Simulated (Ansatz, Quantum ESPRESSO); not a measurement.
# In2Se2, 1 layer: response to a perpendicular field, part 6 of 6

Aim: how In2Se2, 1 layer screens a field along its normal, and what the field does to its bands.

Quantum ESPRESSO 7.5; plane-wave DFT, PBE, GBRV ultrasoft pseudopotentials; geometry and cross-check by Ansatz 0.2.0 with PAW datasets.

So far. Step 14 (Valence density): The density integrates to 38.000 electrons, as the 38 of the input ask. Step 19 (Cross-check with Ansatz: field 0.1 V/Å): At 0.1 V/Å Ansatz's dipole is 0.0582 e Å against 0.0582 from pw.x.

## 22. Self-consistent run, with smearing = mp and degauss = 0.002

How much does a setting matter? One run is repeated with a change.

Level of this step: plane-wave DFT, PBE, GBRV ultrasoft pseudopotentials (Quantum ESPRESSO 7.5).

File f1.w0.in:

```
&control
  prefix = 'f1.w0'
  outdir = './out'
  pseudo_dir = './pseudo'
  calculation = 'scf'
  tprnfor = .true.
  tefield = .true.
  dipfield = .true.
/
&system
  ibrav = 0
  nat = 4
  ntyp = 2
  ecutwfc = 40
  ecutrho = 200
  occupations = 'smearing'
  smearing = 'mp'
  degauss = 0.002
  edir = 3
  emaxpos = 0.97
  eopreg = 0.04
  eamp = 0.00194469
/
&electrons
  conv_thr = 1e-09
  mixing_beta = 0.4
  electron_maxstep = 120
  mixing_mode = 'plain'
/
ATOMIC_SPECIES
  Se  78.9710  se_pbe_v1.uspp.F.UPF
  In  114.8180  in_pbe_v1.4.uspp.F.UPF
CELL_PARAMETERS angstrom
  4.08646054975544 0.00000000000000 0.00000000000000
  -2.04323027487772 3.53897864765113 0.00000000000000
  0.00000000000000 0.00000000000000 22.14290946410000
ATOMIC_POSITIONS crystal
  Se  0.333333333333 0.666666666667 0.378597342544
  In  -0.000000000000 -0.000000000000 0.436177059488
  In  -0.000000000000 -0.000000000000 0.563823195848
  Se  0.333333333333 0.666666666667 0.621402402119
K_POINTS automatic
  6 6 1 0 0 0
```

On the command line:

```bash
$ OMP_NUM_THREADS=1 mpirun -n 4 pw.x -nk 2 -in f1.w0.in > f1.w0.out
```

The program printed:

```text
[banner, memory and clock lines left out]
Program PWSCF v.7.5 starts
[citation notice left out]

[...]
bravais-lattice index     =            0
     lattice parameter (alat)  =       7.7223  a.u.
     unit-cell volume          =    2161.0088 (a.u.)^3
     number of atoms/cell      =            4
     number of atomic types    =            2
     number of electrons       =        38.00
     number of Kohn-Sham states=           23
     kinetic-energy cutoff     =      40.0000  Ry
     charge density cutoff     =     200.0000  Ry
     scf convergence threshold =      1.0E-09
     mixing beta               =       0.4000
     number of iterations used =            8  plain     mixing
     Exchange-correlation=  SLA  PW   PBX  PBC
                           (   1   4   3   4   0   0   0)

[...]
PseudoPot. # 1 for Se read from file:
     ./pseudo/se_pbe_v1.uspp.F.UPF
     Pseudo is Ultrasoft + core correction, Zval =  6.0
     Generated by new atomic code, or converted to UPF format
     Using radial grid of  877 points,  6 beta functions with:
                l(1) =   0
                l(2) =   0
                l(3) =   1
                l(4) =   1
                l(5) =   2
                l(6) =   2
     Q(r) pseudized with  8 coefficients,  rinner =    1.300   1.300   1.300
                                                       1.300   1.300

     PseudoPot. # 2 for In read from file:
     ./pseudo/in_pbe_v1.4.uspp.F.UPF
     Pseudo is Ultrasoft + core correction, Zval = 13.0
     Generated by new atomic code, or converted to UPF format
     Using radial grid of  889 points,  6 beta functions with:
                l(1) =   0
                l(2) =   0
                l(3) =   1
                l(4) =   1
                l(5) =   2
                l(6) =   2
     Q(r) pseudized with  6 coefficients,  rinner =    1.400   1.400   1.400
                                                       1.400   1.400

     atomic species   valence    mass     pseudopotential
     Se                6.00    78.97100     Se( 1.00)
     In               13.00   114.81800     In( 1.00)

     No symmetry found

[...]
number of k points=    20  Methfessel-Paxton smearing, width (Ry)=  0.0020
[...]
Dense  grid:   103227 G-vectors     FFT dimensions: (  36,  36, 192)

     Smooth grid:    73969 G-vectors     FFT dimensions: (  32,  32, 180)

     Initial potential from superposition of free atoms

     starting charge      34.9999, renormalised to      38.0000

     negative rho (up, down):  4.020E-04 0.000E+00

     Adding external electric field

     Computed dipole along edir(3) :
        Dipole                0.0000 Ry au,          0.0000 Debye
        Dipole field          0.0000 Ry au,

        E field amplitude [Ha a.u.]:  1.9447E-03
        Potential amp.        0.1562 Ry
        Total length         40.1703 bohr

     Starting wfcs are   26 randomized atomic wfcs

     per-process dynamical memory:    54.3 Mb

     Self-consistent Calculation

     iteration #  1     ecut=    40.00 Ry     beta= 0.40
     Davidson diagonalization with overlap
     ethr =  1.00E-02,  avg # of iterations =  3.0

     negative rho (up, down):  3.028E-04 0.000E+00

     Adding external electric field

     Computed dipole along edir(3) :
        Dipole                0.3797 Ry au,          0.9651 Debye
        Dipole field          0.0022 Ry au,

        E field amplitude [Ha a.u.]:  1.9447E-03
        Potential amp.       -0.0212 Ry
        Total length         40.1703 bohr

     total energy              =    -353.48917719 Ry
     estimated scf accuracy    <       3.95791524 Ry

     iteration #  2     ecut=    40.00 Ry     beta= 0.40
[...]
negative rho (up, down):  3.047E-04 0.000E+00

[...]
Dipole               -0.6503 Ry au,         -1.6529 Debye
[...]
E field amplitude [Ha a.u.]:  1.9447E-03
[...]
total energy              =    -354.22796512 Ry
     estimated scf accuracy    <       0.20116463 Ry

     iteration #  3     ecut=    40.00 Ry     beta= 0.40
[...]
Minimization algorithm failed to find Fermi energy: reverting to bisection
     Possible cause: smearing is larger than the electronic band-gap.

     negative rho (up, down):  3.755E-04 0.000E+00

[...]
Dipole                0.2209 Ry au,          0.5614 Debye
[...]
E field amplitude [Ha a.u.]:  1.9447E-03
[...]
total energy              =    -354.10858323 Ry
     estimated scf accuracy    <       2.03694069 Ry

     iteration #  4     ecut=    40.00 Ry     beta= 0.40
[...]
negative rho (up, down):  3.552E-04 0.000E+00

[...]
Dipole                0.1164 Ry au,          0.2960 Debye
[...]
E field amplitude [Ha a.u.]:  1.9447E-03
[...]
total energy              =    -354.30801269 Ry
     estimated scf accuracy    <       0.04088050 Ry

     iteration #  5     ecut=    40.00 Ry     beta= 0.40
[...]
negative rho (up, down):  3.602E-04 0.000E+00

[...]
Dipole                0.0881 Ry au,          0.2239 Debye
[...]
E field amplitude [Ha a.u.]:  1.9447E-03
[...]
total energy              =    -354.30877623 Ry
     estimated scf accuracy    <       0.00716088 Ry

     iteration #  6     ecut=    40.00 Ry     beta= 0.40
[...]
negative rho (up, down):  3.661E-04 0.000E+00

[...]
Dipole                0.1167 Ry au,          0.2966 Debye
[...]
E field amplitude [Ha a.u.]:  1.9447E-03
[...]
total energy              =    -354.30955983 Ry
     estimated scf accuracy    <       0.00153213 Ry

[...]
iteration # 10     ecut=    40.00 Ry     beta= 0.40
[...]
negative rho (up, down):  3.740E-04 0.000E+00

[...]
Dipole                0.1099 Ry au,          0.2794 Debye
[...]
E field amplitude [Ha a.u.]:  1.9447E-03
[...]
total energy              =    -354.30986409 Ry
     estimated scf accuracy    <       0.00000008 Ry

     iteration # 11     ecut=    40.00 Ry     beta= 0.40
[...]
negative rho (up, down):  3.743E-04 0.000E+00

[...]
Dipole                0.1099 Ry au,          0.2794 Debye
[...]
E field amplitude [Ha a.u.]:  1.9447E-03
[...]
total energy              =    -354.30986413 Ry
     estimated scf accuracy    <          7.6E-09 Ry

     iteration # 12     ecut=    40.00 Ry     beta= 0.40
[...]
negative rho (up, down):  3.746E-04 0.000E+00

[...]
Dipole                0.1100 Ry au,          0.2795 Debye
[...]
E field amplitude [Ha a.u.]:  1.9447E-03
[...]
total energy              =    -354.30986413 Ry
     estimated scf accuracy    <          1.5E-09 Ry

     iteration # 13     ecut=    40.00 Ry     beta= 0.40
[...]
negative rho (up, down):  3.750E-04 0.000E+00

[...]
Dipole                0.1099 Ry au,          0.2794 Debye
[...]
E field amplitude [Ha a.u.]:  1.9447E-03
[...]
End of self-consistent calculation

          k = 0.0000 0.0000 0.0000 (  9271 PWs)   bands (ev):

   -15.7481 -15.5773 -15.5773 -15.5042 -15.5042 -15.4902 -15.4902 -15.3320
   -15.3320 -15.2986 -14.1728 -14.0492  -6.9600  -4.7091  -2.2960  -2.2960
    -2.2156  -2.2156  -1.7682  -0.3193   0.9028   3.1643   3.1644

          k = 0.0000 0.1925 0.0000 (  9243 PWs)   bands (ev):

   -15.7494 -15.6431 -15.5787 -15.5742 -15.4998 -15.4903 -15.4763 -15.3645
   -15.3339 -15.2456 -13.9358 -13.8239  -6.8633  -4.9020  -3.4028  -3.1513
    -2.5852  -2.4745  -1.7016   0.5908   1.6104   2.4925   3.3818

[...]
the Fermi energy is    -1.2881 ev

!    total energy              =    -354.30986413 Ry
     estimated scf accuracy    <          1.1E-10 Ry
     smearing contrib. (-TS)   =       0.00000000 Ry
     internal energy E=F+TS    =    -354.30986413 Ry

     The total energy is F=E-TS. E is the sum of the following terms:
     one-electron contribution =   -1282.99044278 Ry
     hartree contribution      =     655.92947754 Ry
     xc contribution           =    -134.92444569 Ry
     ewald contribution        =     407.67590409 Ry
     electric field correction =      -0.00035730 Ry

     convergence has been achieved in  13 iterations

     negative rho (up, down):  3.750E-04 0.000E+00

     Forces acting on atoms (cartesian axes, Ry/au):

     atom    1 type  1   force =    -0.00000005   -0.00000001   -0.00027123
     atom    2 type  2   force =     0.00000009    0.00000007    0.00084003
     atom    3 type  2   force =     0.00000004   -0.00000007    0.00045793
     atom    4 type  1   force =    -0.00000008    0.00000001   -0.00102673

     Total force =     0.001429     Total SCF correction =     0.000052

[...]
```

Elapsed: 28 s, on 4 MPI ranks of Arm Neoverse V1, shared host; peak memory 0.39 GiB.

Beside the run it was changed from:

| quantity | this run | unchanged run | difference |
| --- | --- | --- | --- |
| dipole along the normal (e·Å) | 0.05817 | 0.05817 | 0 |
| free energy (eV) | -4820.631 | -4820.631 | 0 |
| wall time (s) | 28 | 22 |  |
| SCF iterations | 13 | 9 |  |

The free energy moves by +0 meV an atom.

This run starts from superposed atoms, the unchanged one from a saved density, so their iteration counts don't compare.

The physical values in this table stay within 0.05 %.

## 23. The arithmetic

α = Δp/E = (0.05817 − (0.00000)) e Å / 0.1 V/Å = 0.5817 e Å²/V; times e/(4πε₀) = 14.40 V Å this is 8.376 Å³. With A = 14.462 Å², 4πα/A = 7.278 Å.

## 24. Outcome

| Quantity | Value |
| --- | --- |
| polarisability along the normal, a cell | 8.38 Å³ |
| sheet polarisability 4πα/A | 7.28 Å |
| dipole without a field | 0 e·Å |
| Kohn-Sham ionisation potential, upper face | 5.93 eV |
| gap along the path at 0 V/Å | 1.38 eV |
| gap along the path at 0.2 V/Å | 1.38 eV |
| gap along the path at 0.4 V/Å | 1.38 eV |

In words: The sheet answers a field with a polarisability of 8.38 Å³ a cell, or 4πα/A = 7.28 Å (PBE, GBRV ultrasoft). In pw.x the dipole follows the field linearly over the range tried. A perfect conductor 7.28 Å thick would screen alike; the outer atoms lie 5.38 Å apart. At 0.1 V/Å the sheet takes 0.728 eV off the potential drop. At 0.2 V/Å the gap along the path is unchanged within 0.01 eV. Quantum ESPRESSO and Ansatz give 8.377 and 8.379 Å³ for the polarisability (pw.x from 0 and 0.1 V/Å, Ansatz from ±0.1 V/Å), which agree. The ions stay at their zero-field places, so this is the electrons' response alone. Semilocal gaps are too small, and in strong fields empty levels can belong to the vacuum. Spin-orbit coupling is left out; depending on the atoms that carry the levels of interest, it can split and shift them by tens to hundreds of meV.

[Logs are printed without paths, hosts, clocks, repeated set-up lines and the standing remarks that a program may print on its own settings, such as how far it seeks lower states.]

[Hosts, paths, dates, database ids (printed as entryN), source tags and the programs' standing remarks are cut or masked in the printed files.]

[Maps of the electrostatic potential energy from Ansatz leave out the sawtooth potential of an applied field or a dipole correction, so their vacuum need not be flat; planar profiles and work functions include it.]
